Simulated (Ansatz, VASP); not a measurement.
**VSi: VASP beside Ansatz**

INCAR

```
SYSTEM = VSi
PREC = Accurate
ENCUT = 520
EDIFF = 1E-6
ISMEAR = -1
SIGMA = 0.1
LREAL = .FALSE.
LASPH = .TRUE.
NELM = 80
ALGO = Normal
ISIF = 2
LWAVE = .FALSE.
LCHARG = .FALSE.
GGA = CA
NBANDS = 16
```

The input KPOINTS:

```
Automatic mesh
0
G
  14 14 14
  0 0 0
```

The input POSCAR:

```
VSi
1.0
    0.0000000000      2.2586853212      2.2586853212
    2.2586853212      0.0000000000      2.2586853212
    2.2586853212      2.2586853212      0.0000000000
V Si
1 1
Direct
    0.0000000000      0.0000000000      0.0000000000
    0.5000000000      0.5000000000      0.5000000000
```

Input for Ansatz:

```yaml
crystal:
  lattice:
    - [0.0, 2.2586853212, 2.2586853212]
    - [2.2586853212, 0.0, 2.2586853212]
    - [2.2586853212, 2.2586853212, 0.0]
  atoms:
    - { symbol: V, position: [0.0, 0.0, 0.0] }
    - { symbol: Si, position: [0.5, 0.5, 0.5] }
kpoints:
  mp_grid: { grid: [14, 14, 14] }
scf:
  occupations: { method: fermi_dirac, width: 0.1 }
hamiltonian:
  xc: lda
  pseudopotentials: { kind: paw }
output:
  forces: true
  stress: true
  eigenvalues: true
  write_density: true
  write_potential: true
  elf: true
  volumetric_format: npy
```

Change from the starting cell: volume scaled by 0.837, to set the pressure.

Alike in both runs: task single point; functional LDA; k mesh 14 × 14 × 14; occupations fermi-dirac, width 0.1 eV; no spin polarisation.

|  | VASP | Ansatz |
| --- | --- | --- |
| version | VASP 6.6.1 | Ansatz 0.2.0 |
| potentials or method | VASP PAW LDA potentials, release 64 (V_sv, Si) | PAW with Ansatz's default frozen-core files, scalar-relativistic |
| plane-wave cutoff (eV) | 520 | 420 |
| valence electrons in the cell | 17 | 17 |

```tsv
	VASP	Ansatz	Ansatz less VASP
pressure (GPa)	39.8	39.1	-0.66
```

Caveats: so large a pressure means that the cell lies far from this level's equilibrium, or that cutoff or potentials fall short (VASP).
